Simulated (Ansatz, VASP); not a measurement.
**CaS (Oldhamite) in VASP and in Ansatz**

INCAR

```
  PREC = Accurate
  ENCUT = 600
  EDIFF = 1E-6
  ISMEAR = 0
  SIGMA = 0.02
  LREAL = False
  LASPH = True
  NELM = 80
  ALGO = Fast
  ISIF = 3
  LWAVE = False
  LCHARG = False
  GGA = PE
  IVDW = 12
  IBRION = 2
  NSW = 70
  EDIFFG = -0.005
```

The input KPOINTS:

```
regular mesh
0
Gamma
  8 8 8
```

POSCAR

```
CaS
1.0
    0.0000000000      2.8560320322      2.8560320322
    2.8560320322      0.0000000000      2.8560320322
    2.8560320322      2.8560320322      0.0000000000
Ca S
1 1
Direct
    0.0000000000      0.0000000000      0.0000000000
    0.5000000000      0.5000000000      0.5000000000
```

Input for Ansatz:

```yaml
crystal:
  lattice:
    - [0.0, 2.8560320322, 2.8560320322]
    - [2.8560320322, 0.0, 2.8560320322]
    - [2.8560320322, 2.8560320322, 0.0]
  atoms:
    - { symbol: Ca, position: [0.0, 0.0, 0.0] }
    - { symbol: S, position: [0.5, 0.5, 0.5] }
basis:
  ecutwfc: 420
kpoints:
  mp_grid: { grid: [8, 8, 8] }
hamiltonian:
  xc: pbe
  dispersion: d3bj
scf:
  occupations: { method: gaussian, width: 0.02 }
output:
  forces: true
  stress: true
  eigenvalues: true
relax:
  adjacent_minimum: "off"
  f_tol: 0.005
  max_steps: 50
  cell: { stress_tol: 0.05 }
```

Alike in both runs: task relaxation of cell and atoms; functional PBE; dispersion D3(BJ); k mesh 8 × 8 × 8; occupations gaussian, width 0.02 eV; no spin polarisation.

|  | VASP | Ansatz |
| --- | --- | --- |
| version | VASP 6.6.1 | Ansatz 0.2.0 |
| potentials or method | VASP PAW PBE potentials, release 64 (Ca_sv, S) | scalar-relativistic, plane waves, PAW |
| plane-wave cutoff (eV) | 600 | 420 |
| valence electrons in the cell | 16 | 16 |

Ansatz gave:

```
gap on the k mesh at the Fermi level, each at its own relaxed structure (eV) : 2.29
relaxed volume (Å³/atom)                                                     : 22.36
relaxed cell length with the largest relative difference (Å)                 : 3.984
energy change over the relaxation (meV/atom)                                 : -7
```

Question: What did VASP give for the same quantities?

Answer: gap on the k mesh at the Fermi level, each at its own relaxed structure (eV): 2.29; relaxed volume (Å³/atom): 22.45; relaxed cell length with the largest relative difference (Å): 3.989; energy change over the relaxation (meV/atom): -6.

A k mesh can miss the band edges.
